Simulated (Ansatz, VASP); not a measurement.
**BP: VASP beside Ansatz**

File POSCAR:

```
BP
1.0
    0.0000000000      2.5469946025      1.8007251840
    2.5469946025      0.0000000000      1.8007251840
    2.5469946025      2.5469946025      0.0000000000
B P
1 1
Direct
    0.0000000000      0.0000000000      0.0000000000
    0.7500000000      0.7500000000      0.7500000000
```

Contents of INCAR.step1:

```
SYSTEM = BP
PREC = Accurate ; ENCUT = 520
ISMEAR = 0 ; SIGMA = 0.05
LREAL = .FALSE. ; LASPH = .TRUE.
NELM = 100 ; NBANDS = 11
GGA = PE ; ALGO = Normal
EDIFF = 1E-4 ; LWAVE = .TRUE.
LCHARG = .FALSE.
```

The input INCAR.step2:

```
SYSTEM = BP
PREC = Accurate ; ENCUT = 520
EDIFF = 1E-6 ; ISMEAR = 0
SIGMA = 0.05 ; LREAL = .FALSE.
LASPH = .TRUE. ; NELM = 100
ALGO = Normal ; ISIF = 2
LWAVE = .FALSE. ; LCHARG = .FALSE.
METAGGA = R2SCAN ; LMIXTAU = .TRUE.
NBANDS = 11 ; ISTART = 1
```

Contents of KPOINTS:

```
regular mesh
0
G
  8 8 8
  0 0 0
```

Input for Ansatz:

```yaml
crystal:
  lattice:
    - [0.0, 2.5469946025, 1.800725184]
    - [2.5469946025, 0.0, 1.800725184]
    - [2.5469946025, 2.5469946025, 0.0]
  atoms:
    - { symbol: B, position: [0.0, 0.0, 0.0] }
    - { symbol: P, position: [0.75, 0.75, 0.75] }
basis:
  ecutwfc: 500
kpoints:
  mp_grid: { grid: [8, 8, 8] }
hamiltonian:
  xc: r2scan
scf:
  occupations: { method: gaussian, width: 0.05 }
output:
  forces: true
  stress: true
  eigenvalues: true
```

Alike in both runs: task single point; functional r2SCAN; k mesh 8 × 8 × 8; occupations gaussian, width 0.05 eV; no spin polarisation.

```csv
,VASP,Ansatz
version,VASP 6.6.1,Ansatz 0.2.0
potentials or method,"VASP PAW PBE potentials, release 64 (B, P)","scalar-relativistic, plane waves, PAW"
plane-wave cutoff (eV),520,500
valence electrons in the cell,8,8
```

Ansatz gave:

| Item | Value |
| --- | --- |
| gap on the k mesh at the Fermi level (eV) | none |
| pressure (GPa) | -4.4 |
| largest component of the traceless stress (GPa) | 30.87 |

Q: Estimate VASP's values.

A: gap on the k mesh at the Fermi level (eV): none; pressure (GPa): -4.8; largest component of the traceless stress (GPa): 31.10.

A gap of «none» marks a metal or a gap that the smearing closes. With one functional, cell and mesh, what is left measures potentials, basis and numerics.

Caveats: the PAW data sets were made with another functional, which shifts forces and pressure a little (VASP).
